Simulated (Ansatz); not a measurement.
**Ga2O3 under changes of volume**

One of the cells (10.442 Å³/atom); the others are scaled copies at fixed shape and fractional positions:

```
Ga O
1.0
     6.10700   -1.51855    0.00000
     6.10700    1.51855    0.00000
    -1.38599    0.00000    5.63001
Ga O
4 6
Direct
  0.34134 0.34134 0.68598
  0.65866 0.65866 0.31402
  0.90950 0.90950 0.20540
  0.09050 0.09050 0.79460
  0.50410 0.50410 0.74340
  0.49590 0.49590 0.25660
  0.82670 0.82670 0.43680
  0.17330 0.17330 0.56320
  0.83550 0.83550 0.89020
  0.16450 0.16450 0.10980
```

```yaml
Program: Ansatz 0.2.0
Functional: rPW86-PBE
Potentials_or_basis: Ansatz PAW
Cutoff: "420 eV (not typed: the program's choice for these potentials)"
k_mesh: 9 × 9 × 5
Occupations: fermi-dirac, width 0.05 eV
Spin: no spin polarisation
```

```csv
volume (Å³/atom),energy over the lowest point (meV/atom),pressure (GPa),gap on the mesh (eV),largest force (eV/Å)
9.816,?,?,?,?
10.025,86.50,25.6,2.80,0.561
10.233,56.78,20.1,2.60,0.434
10.442,33.88,15.1,2.41,0.320
10.651,17.20,10.6,2.22,0.220
10.860,6.08,6.5,2.05,0.141
11.069,0.00,2.9,1.87,0.107
```

Problem. What does the run at 9.816 Å³/atom give?

Solution. Energy over the lowest point 123.85 meV/atom; pressure 31.8 GPa; gap on the mesh 3.01 eV; largest force 0.700 eV/Å.

Worked out: A Birch-Murnaghan fit of order 3 (a polynomial in V^(-2/3)) to the other rows has its minimum at 11.25 Å³/atom, just outside them, with B0 = V·E''(V) = 168 GPa and B' = 4.8 at fixed shape and positions, which overstates the stiffness. It gives 124.10 meV/atom at 9.816 Å³/atom, against the run's 123.85, and -dE/dV = 32.0 GPa, against 31.8. A straight line through the other rows of the gap, of slope -9.36 eV per unit of ln V, extrapolates to 2.99 eV, against the run's 3.01.

Energies are extrapolated to zero smearing.

Caveats: odd divisions of the mesh miss points on the zone boundary, where band edges often lie, so the gap on the mesh can be too wide; the PAW data sets come from PBE, with cores solved anew for the run's functional, which leaves a small shift of forces and pressure.

A mesh can miss the band edges. Spin-orbit coupling on Ga is left out.
